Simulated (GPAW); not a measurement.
Runs of GPAW 26.7.0 on Se. Symmetry: P3_121, No. 152, trigonal system. The conventional cell has a = 4.366 Å, b = 4.366 Å, c = 4.954 Å, α = 90.00°, β = 90.00°, γ = 120.00°. Se (site symmetry 2) is surrounded by 2 Se at 2.37 Å. 

```csv
task,level,potentials or basis,spin,cell,k mesh,cutoff (eV),smearing,maxiter,convergence,band path,band points,response ecut,gap on the mesh (eV),pressure (GPa),largest force (eV/Å)
single point,PBEsol,"PAW data sets generated in the run's folder for this functional, pw",off,as given,7 × 7 × 6,600,fermi-dirac 0.05 eV,150,-,-,-,-,1.14,0.2,0.31
single point,LDA,"the program's PAW data sets (release 1.2.1) made for this functional, pw",off,as given,6 × 6 × 5,450,fermi-dirac 0.05 eV,120,default,-,-,-,1.18,(a),0.24
single point,PBEsol,"PAW data sets generated in the run's folder for this functional, pw",off,"atoms moved at random, drawn with an rms of 0.05 Å",7 × 7 × 6,600,fermi-dirac 0.05 eV,150,-,-,-,-,0.85,0.0,0.57
band structure,PBEsol,"PAW data sets generated in the run's folder for this functional, pw",off,as given,7 × 7 × 6,600,fermi-dirac 0.05 eV,150,-,"GMKGALHA,LM,KH",80,-,1.14,0.2,0.31
dielectric tensor,LDA,"the program's PAW data sets (release 1.2.1) made for this functional, pw",off,as given,6 × 6 × 5,450,fermi-dirac 0.001 eV,150,-,-,-,80 eV,1.18,-,-
band structure,PBEsol,"PAW data sets generated in the run's folder for this functional, pw","SOC, no magnetisation",as given,7 × 7 × 6,600,fermi-dirac 0.05 eV,150,-,"GMKGALHA,LM,KH",80,-,1.08,0.2,0.31
```

Question: Fill in the values left out.

Answer: (a) -1.4.

Caveats: an odd mesh through Γ misses points on the zone boundary, where band edges often lie (some runs); the mesh misses the band edges, which the band path finds closer together (some runs); the cutoff is short for stress and forces, so pressures can be off by a GPa or more (some runs); the long-wavelength limit can be off by a per cent or two (some runs); spin-orbit coupling was added after a scalar SCF, so levels and gaps hold it while energy, forces, pressure and moments don't (some runs); this program's spin-orbit splittings come out too wide for heavy elements (some runs).

A k mesh can miss the band edges, and rows without SOC leave out spin-orbit coupling on Se.

Runs at the PBE level aren't shown here.
